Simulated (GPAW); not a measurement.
Runs of GPAW 26.7.0 on Ge. The structure is tetragonal, space group I4_1/amd (No. 141). The conventional cell has a = 5.149 Å, b = 5.149 Å, c = 2.795 Å, α = 90.00°, β = 90.00°, γ = 90.00°. Ge (site symmetry -4m2) is surrounded by 6 Ge at 2.67 to 2.79 Å. This isn't the form of Ge at room conditions, which is diamond.

```csv
task,level,potentials or basis,spin,cell,k mesh,smearing,band path,band points,optimizer,fmax,max steps,gap on the mesh (eV),pressure (GPa),relaxed volume (Å³/atom)
band structure,LDA,"the program's PAW data sets (release 1.2.1) made for this functional, pw",off,as given,11 × 11 × 11,fermi-dirac 0.05 eV,"GXMGZPNZ1M,XP",80,-,-,-,-,(a),-
relaxation of cell and atoms,PBE,"GPAW PAW data sets (gpaw-data 1.2.1), pw",off,relaxed,11 × 11 × 11,fermi-dirac 0.05 eV,-,-,BFGS,0.02 eV/Å,60,none,-0.1,(b)
single point,PBE,"GPAW PAW data sets (gpaw-data 1.2.1), pw",off,as given,11 × 11 × 11,gaussian 0.012 eV,-,-,-,-,-,none,3.1,-
relaxation of cell and atoms,BLYP,"PAW data sets generated in the run's folder for this functional, pw",off,relaxed,11 × 11 × 11,fermi-dirac 0.05 eV,-,-,BFGS,0.02 eV/Å,40,none,0.0,21.22
band structure,PBE,"GPAW PAW data sets (gpaw-data 1.2.1), pw","SOC, no magnetisation",as given,8 × 8 × 8,fermi-dirac 0.05 eV,"GXMGZPNZ1M,XP",80,-,-,-,-,2.9,-
band structure,PBE,"GPAW PAW data sets (gpaw-data 1.2.1), pw",off,as given,11 × 11 × 11,fermi-dirac 0.05 eV,"GXMGZPNZ1M,XP",60,-,-,-,-,3.1,-
band structure,r2SCAN,"GPAW PAW data sets (gpaw-data 1.2.1), pw",off,as given,11 × 11 × 11,fermi-dirac 0.05 eV,"GXMGZPNZ1M,XP",100,-,-,-,-,0.2,-
band structure,BLYP,"PAW data sets generated in the run's folder for this functional, pw",off,as given,11 × 11 × 11,fermi-dirac 0.05 eV,"GXMGZPNZ1M,XP",80,-,-,-,-,9.6,-
single point,PBE,"GPAW PAW data sets (gpaw-data 1.2.1), pw",off,as given,11 × 11 × 11,gaussian 0.011 eV,-,-,-,-,-,none,3.1,-
```

Alike in all rows: cutoff (eV) 600.

Problem. Estimate the missing entries.

Solution. (a) -2.5; (b) 19.30.

Caveats: later steps reuse the first step's grids (some runs); spin-orbit coupling was added after a scalar SCF, so levels and gaps hold it while energy, forces, pressure and moments don't (some runs); this program's spin-orbit splittings come out too wide for heavy elements (some runs); the PAW data sets were made with another functional, which shifts forces and pressure a little (some runs).

A k mesh can miss the band edges, and rows without SOC leave out spin-orbit coupling on Ge.

A gap of «none» marks a metal or a gap under the smearing width.
